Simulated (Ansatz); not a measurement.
# Zn (Fm-3m) in Ansatz: notebook

The runs below take Zn through single point, with PBE.

Program: Ansatz 0.2.0. These are calculated values, not measurements. Logs are shortened: lines on timing, memory, paths and dates and some standing lists are left out, and cuts for length are marked.

### 1 Starting point

Symmetry: Fm-3m, No. 225, cubic system. The conventional cell has a = 3.930 Å, b = 3.930 Å, c = 3.930 Å, α = 90.00°, β = 90.00°, γ = 90.00°. Around Zn (site symmetry m-3m) lie 12 Zn at 2.78 Å.

This isn't the form of Zn at room conditions, which is hcp.

### 2 Single point, PBE, 14.26 Å³/atom (volume scaled by 0.94)

The input, input.yaml:

```yaml
crystal:
  lattice:
    - [0.0, 1.9246672763, 1.9246672763]
    - [1.9246672763, 0.0, 1.9246672763]
    - [1.9246672763, 1.9246672763, 0.0]
  atoms:
    - { symbol: Zn, position: [0.0, 0.0, 0.0] }
kpoints:
  mp_grid: { grid: [12, 12, 12] }
scf:
  occupations: { method: fermi_dirac, width: 0.05 }
hamiltonian:
  xc: pbe
  pseudopotentials: { kind: all_electron, lapw: { basis_error: 0.0005 } }
output:
  forces: true
  stress: true
  eigenvalues: true
```

Potentials or basis: all-electron LAPW, scalar-relativistic.

Started as:

```console
$ ansatz run input.yaml --threads 1 --pin off --max-ram 2560MiB --backend cpu --events-out ev --progress --plain --runs-dir out
```

Output:

```text
Warning: RAYON_NUM_THREADS=1 ignored (pool sized by the plan → 1); use --threads N
LAPW: plane waves up to 8.448 Å⁻¹, error target 5.0e-4 eV per atom; small_component_spin mean_spin; Zn in spheres of 1.361 Å, 20 of its electrons in bands, Dirac shells [] (how accurate: hamiltonian.pseudopotentials.lapw.basis_error, Limitations)
Engine: ansatz 0.2.0, aarch64-unknown-linux-gnu
Pseudopotentials: kind: all_electron
Pseudopotential: Zn, LAPW, valence charge 20, lapw/all_electron/scalar/gaussian/Zn, Koelling and Harmon's equation, gaussian nucleus
Functional definition: PBE
  parameter kappa = 0.804
  parameter beta = 0.06672455060314922
  exchange = pbe_x(kappa = kappa, mu = beta*pi^2/3)
  correlation = pbe_c(beta = beta)
Crystal: 1 atoms, lattice volume = 14.259 Å³
Basis set: ecut = 271.92983893024706 eV, 137 PW (Γ), exchange–correlation at level 2
Bands: 14, of which v1, the nominal top of the filled ones, is band 10 counted from 1 (9 counted from 0)
Symmetry: 48 space group operations
Space group: Fm-3m (ITA 225), of the structure as read, at distance tolerance 2.4e-5 Å
k-points: 72 of 1728
Non-local potential: Zn, projectors of the file, none
Initial density: superposition of atomic densities (chi_scale 0.1, normalization cell)
Initial wavefunctions: plane waves of lowest kinetic energy (no species holds an atomic orbital)
Functional: x = pbe(κ = 0.804, μ = 0.2195149727645171), c = pbe(β = 0.06672455060314922)
iter 1 solved again at ethr=9.81e-5 eV; its pass at ethr=1.00e-1 eV (dr2=1.96e-2 eV) is discarded
SCF iter   1: F=—  HF=-48873.102493 eV  |F-HF|=—  |Δ(HF+E_count)|=         —  Δρ=1.66e-2  dr2=1.97e-2  ethr=9.81e-5  ⟨swp⟩=3.2  Hψ=7100  notcnv=0
preconditioner: auto → none  [insulator: Δε(μ)=0.201 eV  Ē_g=16.925 eV  σ=0.050 eV  W_gap=0.72  n_scr=8 (ndim 8)  ℏωp=34.1 eV  f_vac=0.000  D(μ)=0.27/eV (n_scr^D=0)  ε∞_Penn≈5.1]
iter 2 solved again at ethr=3.00e-6 eV; its pass at ethr=9.81e-5 eV (dr2=5.99e-4 eV) is discarded
SCF iter   2: F=—  HF=-48873.052252 eV  |F-HF|=—  |Δ(HF+E_count)|=   5.02e-2  Δρ=2.94e-3  dr2=6.02e-4  ethr=3.00e-6  ⟨swp⟩=2.0  Hψ=5194  notcnv=0
SCF iter   3: F=—  HF=-48872.980511 eV  |F-HF|=—  |Δ(HF+E_count)|=   7.17e-2  Δρ=4.90e-3  dr2=1.65e-3  ethr=3.00e-6  ⟨swp⟩=3.0  Hψ=3333  notcnv=0
SCF iter   4: F=—  HF=-48872.978669 eV  |F-HF|=—  |Δ(HF+E_count)|=   1.84e-3  Δρ=7.60e-4  dr2=3.83e-5  ethr=3.00e-6  ⟨swp⟩=2.1  Hψ=2848  notcnv=0
SCF iter   5: F=—  HF=-48872.978703 eV  |F-HF|=—  |Δ(HF+E_count)|=   3.36e-5  Δρ=3.75e-5  dr2=1.77e-7  ethr=1.91e-7  ⟨swp⟩=2.0  Hψ=2840  notcnv=0
SCF iter   6: F=—  HF=-48872.978699 eV  |F-HF|=—  |Δ(HF+E_count)|=   4.03e-6  Δρ=3.59e-6  dr2=1.70e-9  ethr=8.86e-10  ⟨swp⟩=2.9  Hψ=3021  notcnv=0
SCF iter   7: F=-48872.978699 eV  HF=-48872.978699 eV  |F-HF|=3.86e-10  |Δ(HF+E_count)|=   4.20e-8  Δρ=1.47e-7  dr2=2.24e-12  ethr=8.48e-12  ⟨swp⟩=3.0  Hψ=3133  notcnv=0
SCF 1 converged in 7 iterations: F = -48872.978699 eV  dr2 = 2.24e-12
SCF converged after 7 iterations
Free energy (F): -48872.978699 eV
Harris-Foulkes:  -48872.978699 eV  (|F-HF|=3.86e-10)
Internal energy: -48872.975939 eV  (E = F + TS)
E sigma→0 (E₀):  -48872.977319 eV
Entropy (-TS):   -0.002760 eV (-2.760 meV/atom)
Fermi energy:    14.974494 eV
--- Per-component energies (eV) ---
  E_band       = -522.030808
  E_kinetic    = 49773.503683
  E_xc         = -1950.521614
  E_electrostatic = -96695.958008  (all electrons and nuclei)
  E_smearing   = -0.002760  (= −TS)
  E_closure    = 0.000000  (closes the sum)
  E_atoms      = -48871.914906  (free atoms, spherical and without spin; not in F)
  Σ components = -48872.978699   (vs F -48872.978699, Δ=0.00e0)
  Basis errors (estimates in eV, not in F): energy 8.9e-5 per atom: plane waves 8.7e-5 (6.2e-5 summed), levels above the bands 5.0e-123, relativity 8.2e-9, radial functions 2.4e-6, core shells 1.6e-13; eigenvalues (radial functions only) 6.2e-6; not estimated: angular momenta, meshes, grids; target (lapw.basis_error) 5.0e-4; muffin-tin radii Zn 1.361 Å
--- Forces (eV/Å), atoms counted from 1 ---
  atom   1  Zn     0.00000000     0.00000000     0.00000000
  max |Σ_I F_I| component: 1.19e-31 eV/Å
--- Stress (GPa, compression-positive) ---
        4.720702      -0.000000       0.000000
       -0.000000       4.720702      -0.000000
        0.000000      -0.000000       4.720702
  P = ⅓ Tr σ = 4.7207 GPa (47.207 kbar)
--- Band table (eV; the first three rows and the last of 72) ---
  k-point 0: bands = ["-111.5890", "-65.7285", "-65.7285", "-65.7285", "4.1572", "7.2628", "7.2628", "7.2628", "7.6917", "7.6917", "34.0008", "34.0791", "34.0791", "34.0791"]
  k-point 1: bands = ["-111.5888", "-65.7304", "-65.7288", "-65.7288", "4.3755", "7.2433", "7.2887", "7.2887", "7.6844", "7.6844", "30.7298", "33.4090", "33.4090", "33.9596"]
  k-point 2: bands = ["-111.5883", "-65.7355", "-65.7296", "-65.7296", "5.0045", "7.2188", "7.3402", "7.3402", "7.6853", "7.6853", "26.5632", "32.4452", "32.4452", "33.7603"]
  k-point 71: bands = ["-111.5853", "-65.7476", "-65.7476", "-65.7398", "6.8589", "7.1373", "7.1373", "7.7133", "8.0898", "17.3057", "17.3057", "18.4802", "19.1567", "37.5332"]
```

It took 5.4 s on 1 thread of Arm Neoverse V2, shared host; peak memory 0.25 GiB.

What came out:

```
Free energy            : -48872.9787 eV
Pressure               : 4.7 GPa
Band gap on the k mesh : none (metal or under the smearing width)
```

### 3 Single point, PBE, 14.56 Å³/atom (volume scaled by 0.96)

input.yaml, as its differences from that of step 2:

```diff
@@ -2,5 +2,5 @@
   lattice:
-    - [0.0, 1.9246672763, 1.9246672763]
-    - [1.9246672763, 0.0, 1.9246672763]
-    - [1.9246672763, 1.9246672763, 0.0]
+    - [0.0, 1.9382217178, 1.9382217178]
+    - [1.9382217178, 0.0, 1.9382217178]
+    - [1.9382217178, 1.9382217178, 0.0]
   atoms:
```

Potentials or basis: all-electron LAPW, scalar-relativistic.

Started as:

```console
$ ansatz run input.yaml --threads 1 --pin off --max-ram 2560MiB --backend cpu --events-out ev --progress --plain --runs-dir out
```

It took 5.3 s on 1 thread of Arm Neoverse V2, shared host; peak memory 0.25 GiB.

The run converged. Its results:

| Quantity | Value |
| --- | --- |
| Free energy | -48872.9859 eV |
| Pressure | 2.9 GPa |
| Band gap on the k mesh | none (metal or under the smearing width) |

### 4 Single point, PBE, 14.87 Å³/atom (volume scaled by 0.98)

input.yaml, as its differences from that of step 3:

```diff
@@ -2,5 +2,5 @@
   lattice:
-    - [0.0, 1.9382217178, 1.9382217178]
-    - [1.9382217178, 0.0, 1.9382217178]
-    - [1.9382217178, 1.9382217178, 0.0]
+    - [0.0, 1.9515891866, 1.9515891866]
+    - [1.9515891866, 0.0, 1.9515891866]
+    - [1.9515891866, 1.9515891866, 0.0]
   atoms:
```

Started as:

```console
$ ansatz run input.yaml --threads 1 --pin off --max-ram 2560MiB --backend cpu --events-out ev --progress --plain --runs-dir out
```

Run time: 5 s. Hardware: 1 thread of Arm Neoverse V2, shared host; peak memory 0.25 GiB.

Results (log left out):

- Free energy: -48872.9898 eV
- Pressure: 1.3 GPa
- Band gap on the k mesh: none (metal or under the smearing width)

### 5 Single point, PBE, 15.17 Å³/atom

input.yaml, as its differences from that of step 4:

```diff
@@ -2,5 +2,5 @@
   lattice:
-    - [0.0, 1.9515891866, 1.9515891866]
-    - [1.9515891866, 0.0, 1.9515891866]
-    - [1.9515891866, 1.9515891866, 0.0]
+    - [0.0, 1.964776, 1.964776]
+    - [1.964776, 0.0, 1.964776]
+    - [1.964776, 1.964776, 0.0]
   atoms:
```

Started as:

```console
$ ansatz run input.yaml --threads 1 --pin off --max-ram 2560MiB --backend cpu --events-out ev --progress --plain --runs-dir out
```

Wall time 4.9 s (1 thread of Arm Neoverse V2, shared host); peak memory 0.25 GiB.

Results (log left out):

```yaml
Free_energy: -48872.9908 eV
Pressure: -0.2 GPa
Band_gap_on_the_k_mesh: none (metal or under the smearing width)
```

### 6 Single point, PBE, 15.47 Å³/atom (volume scaled by 1.02)

input.yaml, as its differences from that of step 5:

```diff
@@ -2,5 +2,5 @@
   lattice:
-    - [0.0, 1.964776, 1.964776]
-    - [1.964776, 0.0, 1.964776]
-    - [1.964776, 1.964776, 0.0]
+    - [0.0, 1.9777881408, 1.9777881408]
+    - [1.9777881408, 0.0, 1.9777881408]
+    - [1.9777881408, 1.9777881408, 0.0]
   atoms:
```

Potentials or basis: all-electron LAPW, scalar-relativistic.

Started as:

```console
$ ansatz run input.yaml --threads 1 --pin off --max-ram 2560MiB --backend cpu --events-out ev --progress --plain --runs-dir out
```

It took 5 s on 1 thread of Arm Neoverse V2, shared host; peak memory 0.25 GiB.

The run converged. Its results:

* Free energy: -48872.9893 eV
* Pressure: -1.4 GPa
* Band gap on the k mesh: none (metal or under the smearing width)

### 7 Single point, PBE, 15.78 Å³/atom (volume scaled by 1.04)

input.yaml, as its differences from that of step 6:

```diff
@@ -2,5 +2,5 @@
   lattice:
-    - [0.0, 1.9777881408, 1.9777881408]
-    - [1.9777881408, 0.0, 1.9777881408]
-    - [1.9777881408, 1.9777881408, 0.0]
+    - [0.0, 1.9906312808, 1.9906312808]
+    - [1.9906312808, 0.0, 1.9906312808]
+    - [1.9906312808, 1.9906312808, 0.0]
   atoms:
```

Started as:

```console
$ ansatz run input.yaml --threads 1 --pin off --max-ram 2560MiB --backend cpu --events-out ev --progress --plain --runs-dir out
```

It took 4.9 s on 1 thread of Arm Neoverse V2, shared host; peak memory 0.24 GiB.

The run converged. Its results:

- Free energy: -48872.9855 eV
- Pressure: -2.5 GPa
- Band gap on the k mesh: none (metal or under the smearing width)

### 8 Single point, PBE, 16.08 Å³/atom (volume scaled by 1.06)

input.yaml, as its differences from that of step 7:

```diff
@@ -2,5 +2,5 @@
   lattice:
-    - [0.0, 1.9906312808, 1.9906312808]
-    - [1.9906312808, 0.0, 1.9906312808]
-    - [1.9906312808, 1.9906312808, 0.0]
+    - [0.0, 2.0033108028, 2.0033108028]
+    - [2.0033108028, 0.0, 2.0033108028]
+    - [2.0033108028, 2.0033108028, 0.0]
   atoms:
```

Started as:

```console
$ ansatz run input.yaml --threads 1 --pin off --max-ram 2560MiB --backend cpu --events-out ev --progress --plain --runs-dir out
```

Wall time 4.8 s (1 thread of Arm Neoverse V2, shared host); peak memory 0.24 GiB.

It converged, with:

```yaml
Free_energy: -48872.9798 eV
Pressure: -3.5 GPa
Band_gap_on_the_k_mesh: none (metal or under the smearing width)
```
